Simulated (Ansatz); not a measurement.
The reference is TiO₂ in the anatase structure (space group I4_1/amd, No. 141; a = 3.7697 Å, c = 9.5555 Å).

It is then changed as follows: every Ti is replaced by Tl; the structure is relaxed again.

Levels (all Ansatz, an electronic-structure program, PAW, earlier PAW set): PBEsol (420 eV, scalar-relativistic without spin-orbit coupling); PBEsol+SOC (420 eV, noncollinear with spin-orbit coupling).

The geometry is relaxed with PBEsol.

* **PBEsol pressure**: 0.0 GPa

Question: Predict the pressure from PBEsol+SOC.

Answer: The pressure goes from zero to -0.6 GPa.

Single points use the geometry relaxed with PBEsol. The spin-orbit shifts are approximate. Whether these cells are dynamically stable was not tested. As relaxed here, TlO2 is a hypothetical phase, not in the database extracts checked. The runs without spin-orbit coupling are not spin-polarised.
